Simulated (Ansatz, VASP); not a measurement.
**Si in VASP and in Ansatz**

```xyz
4
Lattice="-3.3472 3.3472 1.9349 3.3472 -3.3472 1.9349 3.3472 3.3472 -1.9349" Properties=species:S:1:pos:R:3 pbc="T T T"
Si    1.1970    1.1970    0.0000
Si    2.1502    2.1502    1.9349
Si    2.1502   -2.1502    1.9349
Si   -2.1502    2.1502    1.9349
```

Alike in both runs: task single point; functional PBEsol; k mesh 10 × 10 × 10; occupations gaussian, width 0.05 eV; no spin polarisation.

|  | VASP | Ansatz |
| --- | --- | --- |
| version | VASP 6.6.1 | Ansatz 0.2.0 |
| potentials or method | VASP PAW PBE potentials, release 64 (Si) | scalar-relativistic, plane waves, PAW |
| plane-wave cutoff (eV) | 520 | 420 |
| valence electrons in the cell | 16 | 16 |

|  | VASP | Ansatz | Ansatz less VASP |
| --- | --- | --- | --- |
| gap on the k mesh at the Fermi level (eV) | 0.30 | 0.31 | +0.007 |
| least direct gap on the mesh (eV) | 0.30 | 0.31 | +0.006 |
| pressure (GPa) | -1.8 | -1.9 | -0.09 |
| largest component of the traceless stress (GPa) | 0.14 | 0.13 | -0.008 |
| rms of the force components (eV/Å) | 0.022 | 0.024 | +0.0015 |

Atom by atom the forces differ by 0.001 eV/Å (rms over components). With one functional, cell and mesh, what is left measures potentials, basis and numerics.

Caveats: the PAW data sets were made with another functional, which shifts forces and pressure a little (VASP). A k mesh can miss the band edges.
